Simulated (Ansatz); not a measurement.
# Transmission past a defect: (4,0) C nanotube, Mn in place of one C, part 2 of 4

What does the defect do to the conductance?

Ansatz 0.2.0; DFT PBE, plane waves, PAW; relaxation of a wire's period (the session's first sound run).

So far. Step 2 (Relaxation of atoms and period): The cell's length comes to 4.216 Å with spin left out.

## Step 3: The perfect wire

This step: DFT PBE, plane waves, PAW; channels and complex bands of a perfect wire (Ansatz 0.2.0).

At the relaxed period the Bloch states of the perfect wire are found at each energy: those that move forward count the open channels, and those that decay describe how a disturbance dies away inside the wire itself. An energy step of 0.035 eV is under the 0.039 eV that the program asks for its thermal average at 300 K.

input.yaml

```yaml
crystal:
  lattice:
    - [9.932, 0.0, 0.0]
    - [0.0, 9.932, 0.0]
    - [0.0, 0.0, 4.2163409652]
  atoms:
    - { symbol: C, position: [0.330192767, 0.499977252, 0.002066979] }
    - { symbol: C, position: [0.499977252, 0.669761737, 0.002066979] }
    - { symbol: C, position: [0.499977252, 0.330192767, 0.002066979] }
    - { symbol: C, position: [0.669761737, 0.499977252, 0.002066979] }
    - { symbol: C, position: [0.330192767, 0.499977252, 0.331266355] }
    - { symbol: C, position: [0.499977252, 0.669761737, 0.331266355] }
    - { symbol: C, position: [0.499977252, 0.330192767, 0.331266355] }
    - { symbol: C, position: [0.669761737, 0.499977252, 0.331266355] }
    - { symbol: C, position: [0.379906113, 0.62004839, 0.502107722] }
    - { symbol: C, position: [0.379906113, 0.379906113, 0.502107722] }
    - { symbol: C, position: [0.62004839, 0.62004839, 0.502107722] }
    - { symbol: C, position: [0.62004839, 0.379906113, 0.502107722] }
    - { symbol: C, position: [0.379906113, 0.62004839, 0.831225611] }
    - { symbol: C, position: [0.379906113, 0.379906113, 0.831225611] }
    - { symbol: C, position: [0.62004839, 0.62004839, 0.831225611] }
    - { symbol: C, position: [0.62004839, 0.379906113, 0.831225611] }
kpoints:
  mp_grid: { grid: [1, 1, 19] }
scf:
  occupations: { method: fermi_dirac, width: 0.05 }
hamiltonian:
  xc: pbe
output:
  transmission:
    e_range: [-1.5, 1.5]
    de: 0.035
    kmesh: [1, 1]
    reduced_basis: true
    leads: [[0, 0]]
```

Launch:

```console
$ ansatz run input.yaml --threads 16 --pin off --max-ram 61440MiB --backend cuda --events-out ev --progress --plain --runs-dir out --max-vram 78GiB
```

Numbers of over 12 decimals in the logs are rounded to 6 here.

Log:

```text
[...]
GPU FFT provider: cuFFT
GPU libraries: cuBLAS 13.8.1, cuFFT 12.4.0, cuSOLVER 12.3.2
[...]
Crystal: 16 atoms, lattice volume = 415.919 Å³
Basis set: ecut = 420 eV, 8123 PW (Γ)
Bands: 48, of which v1, the nominal top of the filled ones, is band 32 counted from 1 (31 counted from 0)
Symmetry: 16 space group operations
[...]
k-points: 10 of 19
[...]
GPU buffer pool allocated for 155520 grid points (all kernels)
[...]
SCF iter   1: F=—  HF=-4003.157338 eV  |F-HF|=—  |Δ(HF+E_count)|=         —  Δρ=6.95e-3  dr2=1.48e-1  ethr=1.77e-3  ⟨swp⟩=10.8  Hψ=3007  notcnv=0  defer=63
[...]
SCF iter   7: F=-4003.135718 eV  HF=-4003.135718 eV  |F-HF|=3.21e-9  |Δ(HF+E_count)|=   6.74e-8  Δρ=1.30e-6  dr2=7.07e-9  ethr=1.56e-10  ⟨swp⟩=18.9  Hψ=2855  notcnv=0
SCF 1 converged in 7 iterations: F = -4003.135718 eV  dr2 = 7.07e-9
[...]
transmission: 6 of 6 steps passed
SCF converged after 7 iterations
Free energy (F): -4003.135718 eV
[...]
Internal energy: -4003.113467 eV  (E = F + TS)
E sigma→0 (E₀):  -4003.124592 eV
Entropy (-TS):   -0.022251 eV (-1.391 meV/atom)
Fermi energy:    -1.685268 eV
[...]
--- Band table (eV; the first three rows and the last of 10) ---
  k-point 0: bands = [... 28 lower, -2.8616, -2.4062, -2.3899, -1.0474, -1.0474, -0.7565, -0.7565, 2.7774, ... 12 higher]
  k-point 1: bands = [... 28 lower, -2.6400, -2.3966, -2.3804, -1.3170, -1.3170, -0.4994, -0.4994, 2.7333, ... 12 higher]
  k-point 2: bands = [... 28 lower, -2.3684, -2.3527, -2.3075, -1.7018, -1.7018, -0.1501, -0.1501, 2.6047, ... 12 higher]
  k-point 9: bands = [... 28 lower, -4.2284, -4.2284, -1.9931, -1.9847, -0.0065, 0.3529, 1.8447, 1.8942, ... 12 higher]
--- Transmission ---
  basis      : 869 plane waves across, 6 finite elements along
  points     : 1, standing for a mesh of 1 x 1
  on the GPU : 1 of these points
  filling    : by the input's occupations and mesh, since the crystals that have channels conduct as metals do. If one of these is a semiconductor, that mesh has misplaced its level
  energies   : 86 from -1.500000 to 1.475000 eV about the Fermi level, 0.035000 eV apart; the leads are filled to 0.000000 eV, and channels, transmission and decay are at 0.005000 eV
  crystal 0  : C16, at the sites [0, 0], period 4.2163 Å: whole cells are its period
    offset         : up to 0.0000 Å between an atom of the period and one for which it stands
    filled         : 0.9 meV under the level at which it is neutral
    channels       : 3.000000e0 a spin
    conductance    : 2.3564e14 S/m² at 300 K; may be off by some 0.0 % by where its bands' edges are placed, 0.0 % from the distance to neutral
```

Elapsed: 41 s, on 1 × NVIDIA GB200 with 16 threads of Arm Neoverse V2, shared host; peak memory 11 GiB.

This step gave:

| Property | Result |
| --- | --- |
| energy at zero smearing | -4003.1246 eV |
| channels of the lower lead | 3 |
| conductance of the lead as this run defines it | 3.000 G₀ |
| band gap on the path through both edges | 0 eV |

Table of open channels of the lead, one spin by energy, zero at the Fermi level:

| energy (eV) | open channels of the lead, one spin |
| --- | --- |
| -1.500 | 2 |
| -1.395 | 2 |
| -1.290 | 2 |
| -1.185 | 2 |
| -1.115 | 3 |
| -1.010 | 3 |
| -0.905 | 3 |
| -0.800 | 3 |
| -0.695 | 5 |
| -0.590 | 5 |
| -0.485 | 5 |
| -0.415 | 5 |
| -0.310 | 5 |
| -0.205 | 3 |
| -0.100 | 3 |
| 0.005 | 3 |
| 0.110 | 3 |
| 0.215 | 3 |
| 0.285 | 3 |
| 0.390 | 3 |
| 0.495 | 3 |
| 0.600 | 3 |
| 0.705 | 1 |
| 0.810 | 1 |
| 0.915 | 1 |
| 0.985 | 3 |
| 1.090 | 3 |
| 1.195 | 3 |
| 1.300 | 3 |
| 1.405 | 3 |

The slowest values at each energy, most degenerate partners merged, listed up to 1.5 1/Å. Im kz of the slowest decaying states against energy, zero at the Fermi level:

| energy (eV) | decay 1 (Å⁻¹) | decay 2 (Å⁻¹) | decay 3 (Å⁻¹) | decay 4 (Å⁻¹) |
| --- | --- | --- | --- | --- |
| -1.500 | 0.0344 | 0.161 | 0.287 | 0.412 |
| -1.395 | 0.0419 | 0.191 | 0.305 | 0.420 |
| -1.290 | 0.0376 | 0.216 | 0.321 | 0.428 |
| -1.185 | 0.0116 | 0.238 | 0.336 | 0.436 |
| -1.115 | 0.251 | 0.346 | 0.441 | 0.463 |
| -1.010 | 0.268 | 0.359 | 0.403 | 0.416 |
| -0.905 | 0.284 | 0.328 | 0.343 | 0.372 |
| -0.800 | 0.219 | 0.242 | 0.298 | 0.384 |
| -0.695 | 0.311 | 0.396 | 0.466 | 0.540 |
| -0.590 | 0.323 | 0.407 | 0.471 | 0.542 |
| -0.485 | 0.334 | 0.417 | 0.476 | 0.545 |
| -0.415 | 0.340 | 0.424 | 0.479 | 0.546 |
| -0.310 | 0.349 | 0.434 | 0.484 | 0.548 |
| -0.205 | 0.196 | 0.201 | 0.358 | 0.443 |
| -0.100 | 0.273 | 0.274 | 0.366 | 0.452 |
| 0.005 | 0.322 | 0.373 | 0.460 | 0.496 |
| 0.110 | 0.358 | 0.359 | 0.38 | 0.468 |
| 0.215 | 0.385 | 0.386 | 0.387 | 0.476 |
| 0.285 | 0.39 | 0.400 | 0.402 | 0.481 |
| 0.390 | 0.395 | 0.418 | 0.421 | 0.488 |
| 0.495 | 0.400 | 0.433 | 0.436 | 0.495 |
| 0.600 | 0.405 | 0.445 | 0.449 | 0.502 |
| 0.705 | 0.0252 | 0.409 | 0.455 | 0.459 |
| 0.810 | 0.0293 | 0.413 | 0.463 | 0.467 |
| 0.915 | 0.0122 | 0.416 | 0.468 | 0.473 |
| 0.985 | 0.418 | 0.471 | 0.476 | 0.521 |
| 1.090 | 0.421 | 0.474 | 0.479 | 0.522 |
| 1.195 | 0.423 | 0.476 | 0.481 | 0.524 |
| 1.300 | 0.425 | 0.476 | 0.481 | 0.525 |
| 1.405 | 0.427 | 0.475 | 0.480 | 0.526 |

By hand: the program gives 2.3564 × 10^14 S/m² over the cell's cross-section of 98.64 Å² = 9.864 × 10^-19 m², so one cell conducts 2.324 × 10^-4 S. Divided by G0 = 2e²/h = 7.748 × 10^-5 S this is 3.00 G0, a resistance of 4.30 kΩ.

At the computed energy nearest the Fermi level there are 3 channels a spin, and the thermal average gives 3.00 G₀.

(Continued in part 3 of 4.)

[Logs are printed without paths, hosts, clocks, repeated set-up lines and the standing remarks that a program may print on its own settings, such as how far it seeks lower states.]

[Hosts, paths, dates, database ids (printed as entryN), source tags and the programs' standing remarks are cut or masked in the printed files.]
